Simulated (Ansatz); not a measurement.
**triplet C7H8 at 6 levels**

Wanted: a comparison of 6 runs (UHF/STO-3G, U-wB97X/6-31G*, UPBE0/6-31G*, USVWN5/6-31G*, UB3LYP/6-31G*, UMP2/6-31G*) of triplet C7H8. 

The calculation is run with Ansatz 0.2.0.

29 further runs of the same task are left out: 29 set aside as unsound or not needed. Runs told in other sessions of the task aren't counted.

## (1) Starting point

The species is C7H8 (15 atoms), meant as a triplet with charge 0. SMILES of the parent species: `C1=CC2C=CC1C2`. The coordinates come from a PBE0-D4/def2-TZVP relaxation. That shape belongs to the parent species and isn't relaxed for this state.

Bond lengths: C1–C2 1.328 Å, C2–C3 1.531 Å, C3–C4 1.531 Å, C4–C5 1.328 Å, C1–C6 1.531 Å, C5–C6 1.531 Å, C3–C7 1.547 Å, C6–C7 1.547 Å, C1–H8 1.081 Å, C2–H9 1.081 Å, C3–H10 1.088 Å, C4–H11 1.081 Å, C5–H12 1.081 Å, C6–H13 1.088 Å, C7–H14 1.092 Å, C7–H15 1.092 Å. Some angles: C1–C2–C3 107.1°, C2–C1–C6 107.1°, C2–C3–C4 107.2°, C2–C3–C7 98.3°, C4–C3–C7 98.4°, C3–C4–C5 107.1°, C4–C5–C6 107.1°, C1–C6–C5 107.2°, C1–C6–C7 98.4°, C5–C6–C7 98.3°.

## (2) A single-point energy at UHF/STO-3G (run 1)

input.yaml reads:

```yaml
crystal:
  periodic: [false, false, false]
  atoms:
    - {symbol: C, position_ang: [-0.334530, -0.445450, 1.407800]}
    - {symbol: C, position_ang: [0.834020, -0.856420, 0.929080]}
    - {symbol: C, position_ang: [1.048690, -0.143500, -0.409080]}
    - {symbol: C, position_ang: [-0.033550, -0.646480, -1.368640]}
    - {symbol: C, position_ang: [-1.202040, -0.235310, -0.889930]}
    - {symbol: C, position_ang: [-0.912830, 0.546530, 0.394620]}
    - {symbol: C, position_ang: [0.410240, 1.216970, -0.043640]}
    - {symbol: H, position_ang: [-0.840080, -0.774080, 2.305460]}
    - {symbol: H, position_ang: [1.501840, -1.597730, 1.346030]}
    - {symbol: H, position_ang: [2.067030, -0.140440, -0.793280]}
    - {symbol: H, position_ang: [0.150750, -1.270810, -2.232130]}
    - {symbol: H, position_ang: [-2.191030, -0.446770, -1.272750]}
    - {symbol: H, position_ang: [-1.713400, 1.189480, 0.755660]}
    - {symbol: H, position_ang: [0.290590, 1.878730, -0.903840]}
    - {symbol: H, position_ang: [0.924310, 1.725280, 0.774620]}
basis:
  gaussian: {orbitals: STO-3G}
hamiltonian: {xc: hf}
output: {orbitals: {seedname: orbitals}}
magnetization: {spin_polarized: true, initial_magnetization: 2}
accuracy: high
```

Launch:

```bash
$ ansatz run input.yaml --threads 1 --pin off --max-ram 3480MiB --events-out events.jsonl --progress --plain --runs-dir runs
```

Output:

```text
Warning: RAYON_NUM_THREADS=1 ignored (pool sized by the plan → 1); use --threads N
Functional definition: HF
  name "HF"
  exchange = exact_x
  correlation = 0
1056 factors; integrals over basis functions are off by at most 1.8e-9 eV
mean field evaluation 1: about -7242.0392 eV, gradient 1.3e1 eV
mean field evaluation 2: about -7242.4845 eV, gradient 1.3e1 eV
mean field evaluation 4: about -7243.9833 eV, gradient 1.1e0 eV
mean field evaluation 8: about -7243.9997 eV, gradient 1.4e-1 eV
mean field evaluation 16: about -7246.4245 eV, gradient 8.6e-2 eV
mean field evaluation 32: about -7246.5119 eV, gradient 1.8e-2 eV
mean field -7246.51202577 eV, -266.3044050847 hartree, gradient 2.3e-8 eV, S^2 2.282508; 1 other end points of the search recorded, 0 dependent functions left out
reference -7246.51202577 eV, -266.3044050847 hartree; 26, 24 occupied and 17, 19 virtual orbitals, 1056 factors
Total energy: -7246.51202577 eV, -266.3044050847 hartree
```

Wall time 3.6 s (1 thread of Arm Neoverse V1, shared host); peak memory 0.13 GiB.

## (3) A single-point energy at U-wB97X/6-31G(d) (spherical functions) (run 2)

molecule.yaml reads:

```yaml
crystal:
  periodic: [false, false, false]
  atoms:
    - symbol: C
      position_ang: [-0.334530, -0.445450, 1.407800]
    - symbol: C
      position_ang: [0.834020, -0.856420, 0.929080]
    - symbol: C
      position_ang: [1.048690, -0.143500, -0.409080]
    - symbol: C
      position_ang: [-0.033550, -0.646480, -1.368640]
    - symbol: C
      position_ang: [-1.202040, -0.235310, -0.889930]
    - symbol: C
      position_ang: [-0.912830, 0.546530, 0.394620]
    - symbol: C
      position_ang: [0.410240, 1.216970, -0.043640]
    - symbol: H
      position_ang: [-0.840080, -0.774080, 2.305460]
    - symbol: H
      position_ang: [1.501840, -1.597730, 1.346030]
    - symbol: H
      position_ang: [2.067030, -0.140440, -0.793280]
    - symbol: H
      position_ang: [0.150750, -1.270810, -2.232130]
    - symbol: H
      position_ang: [-2.191030, -0.446770, -1.272750]
    - symbol: H
      position_ang: [-1.713400, 1.189480, 0.755660]
    - symbol: H
      position_ang: [0.290590, 1.878730, -0.903840]
    - symbol: H
      position_ang: [0.924310, 1.725280, 0.774620]
basis:
  gaussian:
    orbitals: 6-31G_st_-spherical.json
magnetization:
  spin_polarized: true
  initial_magnetization: 2
hamiltonian:
  xc: {name: wB97X}
accuracy: high
output: {orbitals: {seedname: orbitals}}
```

The basis set 6-31G* is read from a file made from the Basis Set Exchange's data (not shown).

Launch:

```bash
$ ansatz run molecule.yaml --threads 1 --pin off --max-ram 3480MiB --events-out events.jsonl --progress --plain --runs-dir runs
```

Output, cut to the lines that bear on the results:

```text
Warning: RAYON_NUM_THREADS=1 ignored (pool sized by the plan → 1); use --threads N
Functional definition: wB97X
  name "wB97X"
[...]
      + exact_x_lr(omega)
[...]
      + integral(e_c_pw_opposite_spin*poly(b97_u_opposite, 1, cos1, cos2, cos3, cos4))
2967 factors; integrals over basis functions are off by at most 3.2e-9 eV
427 factors; integrals over basis functions are off by at most 1.6e-9 eV
[...]
mean field -7381.45775374 eV, -271.2635691181 hartree, gradient 2.9e-8 eV, S^2 2.008903; 0 other end points of the search recorded, 0 dependent functions left out
reference -7381.45775128 eV, -271.2635690276 hartree; 26, 24 occupied and 88, 90 virtual orbitals, 2967 factors
Total energy: -7381.45775128 eV, -271.2635690276 hartree
```

Wall time 2.3 min (1 thread of Arm Neoverse V1, shared host); peak memory 1.3 GiB.

Run 3 isn't shown in full; the table further down has it.

## (4) The energy at USVWN5/6-31G(d) (spherical functions) (run 4)

run.yaml reads:

```yaml
crystal:
  periodic: [false, false, false]
  atoms:
    - symbol: C
      position_ang: [-0.334530, -0.445450, 1.407800]
    - symbol: C
      position_ang: [0.834020, -0.856420, 0.929080]
    - symbol: C
      position_ang: [1.048690, -0.143500, -0.409080]
    - symbol: C
      position_ang: [-0.033550, -0.646480, -1.368640]
    - symbol: C
      position_ang: [-1.202040, -0.235310, -0.889930]
    - symbol: C
      position_ang: [-0.912830, 0.546530, 0.394620]
    - symbol: C
      position_ang: [0.410240, 1.216970, -0.043640]
    - symbol: H
      position_ang: [-0.840080, -0.774080, 2.305460]
    - symbol: H
      position_ang: [1.501840, -1.597730, 1.346030]
    - symbol: H
      position_ang: [2.067030, -0.140440, -0.793280]
    - symbol: H
      position_ang: [0.150750, -1.270810, -2.232130]
    - symbol: H
      position_ang: [-2.191030, -0.446770, -1.272750]
    - symbol: H
      position_ang: [-1.713400, 1.189480, 0.755660]
    - symbol: H
      position_ang: [0.290590, 1.878730, -0.903840]
    - symbol: H
      position_ang: [0.924310, 1.725280, 0.774620]
basis:
  gaussian:
    orbitals: 6-31G_st_-spherical.json
magnetization:
  spin_polarized: true
  initial_magnetization: 2
hamiltonian:
  xc: {name: SVWN5}
accuracy: high
output:
  orbitals: {seedname: orbitals}
```

The basis set 6-31G* is read from a file made from the Basis Set Exchange's data (not shown).

Launch:

```bash
$ ansatz run run.yaml --threads 1 --pin off --max-ram 3480MiB --events-out events.jsonl --progress --plain --runs-dir runs
```

Output:

```text
Warning: RAYON_NUM_THREADS=1 ignored (pool sized by the plan → 1); use --threads N
Functional definition: SVWN5
  name "SVWN5"
  exchange = slater_x
  correlation = vwn5_c
2967 factors; integrals over basis functions are off by at most 3.2e-9 eV
mean field evaluation 1: about -7302.5928 eV, gradient 4.7e1 eV
mean field evaluation 2: about -7283.8543 eV, gradient 7.9e1 eV
mean field evaluation 4: about -7314.5614 eV, gradient 3.4e0 eV
mean field evaluation 8: about -7314.6157 eV, gradient 7.9e-2 eV
mean field evaluation 16: about -7314.5971 eV, gradient 3.2e-4 eV
mean field evaluation 32: about -7313.1663 eV, gradient 3.8e0 eV
mean field -7314.59714164 eV, -268.8064869432 hartree, gradient 8.9e-9 eV, S^2 2.002738; 3 other end points of the search recorded, 0 dependent functions left out
reference -7314.59714431 eV, -268.8064870412 hartree; 26, 24 occupied and 88, 90 virtual orbitals, 2967 factors
Total energy: -7314.59714431 eV, -268.8064870412 hartree
```

Run time: 18 s. Hardware: 1 thread of Arm Neoverse V1, shared host; peak memory 0.49 GiB.

Run 5 isn't shown in full; the table further down has it.

## (5) A single-point energy at UMP2/6-31G(d) (spherical functions) (run 6)

run.yaml reads:

```yaml
crystal:
  periodic: [false, false, false]
  atoms:
    - {symbol: C, position_ang: [-0.334530, -0.445450, 1.407800]}
    - {symbol: C, position_ang: [0.834020, -0.856420, 0.929080]}
    - {symbol: C, position_ang: [1.048690, -0.143500, -0.409080]}
    - {symbol: C, position_ang: [-0.033550, -0.646480, -1.368640]}
    - {symbol: C, position_ang: [-1.202040, -0.235310, -0.889930]}
    - {symbol: C, position_ang: [-0.912830, 0.546530, 0.394620]}
    - {symbol: C, position_ang: [0.410240, 1.216970, -0.043640]}
    - {symbol: H, position_ang: [-0.840080, -0.774080, 2.305460]}
    - {symbol: H, position_ang: [1.501840, -1.597730, 1.346030]}
    - {symbol: H, position_ang: [2.067030, -0.140440, -0.793280]}
    - {symbol: H, position_ang: [0.150750, -1.270810, -2.232130]}
    - {symbol: H, position_ang: [-2.191030, -0.446770, -1.272750]}
    - {symbol: H, position_ang: [-1.713400, 1.189480, 0.755660]}
    - {symbol: H, position_ang: [0.290590, 1.878730, -0.903840]}
    - {symbol: H, position_ang: [0.924310, 1.725280, 0.774620]}
basis:
  gaussian:
    orbitals: 6-31G_st_-spherical.json
magnetization:
  spin_polarized: true
  initial_magnetization: 2
accuracy: high
correlation:
  method: mp2
  frozen_orbitals: {C: 1, H: 0}
```

The basis set 6-31G* is read from a file made from the Basis Set Exchange's data (not shown).

Launch:

```bash
$ ansatz run run.yaml --threads 1 --pin off --max-ram 3480MiB --events-out events.jsonl --progress --plain --runs-dir runs
```

Output:

```text
Warning: RAYON_NUM_THREADS=1 ignored (pool sized by the plan → 1); use --threads N
[... 4 set-up lines as earlier in the session ...]
2967 factors; integrals over basis functions are off by at most 3.2e-9 eV
mean field evaluation 1: about -7329.7983 eV, gradient 2.3e1 eV
mean field evaluation 2: about -7329.7984 eV, gradient 2.3e1 eV
mean field evaluation 4: about -7333.2247 eV, gradient 3.6e0 eV
mean field evaluation 8: about -7333.3081 eV, gradient 5.9e-2 eV
mean field evaluation 16: about -7332.5449 eV, gradient 8.0e0 eV
mean field evaluation 32: about -7333.4092 eV, gradient 6.4e0 eV
mean field -7334.58103801 eV, -269.5408815892 hartree, gradient 2.7e-8 eV, S^2 2.023906; 4 other end points of the search recorded, 0 dependent functions left out
7 core orbitals not correlated: weight in the atoms' cores, before any rotation towards them, 1.000 or more for the frozen orbitals, at most 0.000 for the correlated occupied ones
reference -7334.58103801 eV, -269.5408815892 hartree; 19, 17 occupied and 88, 90 virtual orbitals, 2967 factors
second order -22.94793389 eV of doubles, -0.00000000 eV of singles
Total energy: -7357.52897190 eV, -270.3842026051 hartree
```

Run time: 26 s. Hardware: 1 thread of Arm Neoverse V1, shared host; peak memory 0.56 GiB.

## (6) Overview of the runs

| run | level | Cartesian functions | frozen core orbitals | energy (Eh) | HOMO energy (eV) | ⟨S²⟩ | wall time |
| --- | --- | --- | --- | --- | --- | --- | --- |
| 1 | UHF/STO-3G | no | – | -266.304405 | -4.62 | 2.283 | 3.6 s |
| 2 | U-wB97X/6-31G* (spherical functions) | no | – | -271.263569 | -4.85 | 2.009 | 2.3 min |
| 3 | UPBE0/6-31G* (spherical functions) | no | – | -271.015805 | -2.71 | 2.008 | 74 s |
| 4 | USVWN5/6-31G* (spherical functions) | no | – | -268.806487 | -1.57 | 2.003 | 18 s |
| 5 | UB3LYP/6-31G* (Cartesian functions) | yes | – | -271.337422 | -2.34 | 2.007 | 64 s |
| 6 | UMP2/6-31G* (spherical functions) | no | 7 | -270.384203 | – | 2.024 | 26 s |

## (7) Outcome

| quantity | value |
| --- | --- |
| run 6: total energy | -270.38420 Eh |
| run 6: correlation energy (7 core orbitals frozen) | -843.3 mEh |
| run 6: ⟨S²⟩ of the reference determinant | 2.024 |

What this shows: Totals of different functionals can't be ranked against each other. In run 1 the basis is minimal, so the values are rough. Spin contamination of the reference: run 1 ⟨S²⟩ = 2.28. All runs together took 5.4 min, the longest 2.3 min.
